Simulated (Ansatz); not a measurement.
Method: DFT PBE, scalar-relativistic, plane waves, PAW in Ansatz. All cells share a 420 eV cutoff and Γ-centred k meshes spaced about 0.3 Å⁻¹ or finer (0.25 for metals, 2π included). No spin polarisation.

Relaxed structures of Al4N3, with energies over the first row. Coordination counts N atoms around Al (those within 1.25 times the shortest such distance or 1.15 times the sum of covalent radii; a slash parts the counts of unlike sites).

```tsv
#	form	sites	V (Å³/atom)	coordination	ΔE (meV/atom)
1	P3m1	Al 1a, 1b, 1a, 1b; N 1b, 1a, 1a	11.8	Al 1/3/4	0
2	R-3m	Al 6c, 6c; N 6c, 3a	9.6	Al 3/6	98
```

A further structure, relaxed alike:

```
Al N
1.0
     4.38159    0.00000    0.00000
     0.00000    4.38159    0.00000
     0.00000    0.00000    4.38159
Al N
4 3
Direct
  0.75360 0.75360 0.24640
  0.24640 0.24640 0.24640
  0.75360 0.24640 0.75360
  0.24640 0.75360 0.75360
  0.50000 0.00000 0.50000
  0.00000 0.50000 0.50000
  0.50000 0.50000 0.00000
```

**Question.** Place it among the others.

**Answer.** It is the highest, 169 meV/atom above row 1, with space group P-43m (No. 215) and 12.0 Å³/atom. Counting N atoms around Al, this cell has Al 3 and row 1 has Al 1/3/4. Al has 3 N at 1.91 Å; N has 4 Al at 1.91 Å.

In P3m1, R-3m, P-43m an odd number of electrons in the primitive cell allows no gap without spin; a larger cell or a magnetic state could open one. Trial moments fell under 0.15 μB along the way in P3m1, R-3m and P-43m; another start might hold them. With atoms moved at random, row 1 came back. Row 2 and the further cell had no clear such test and can be saddle points.
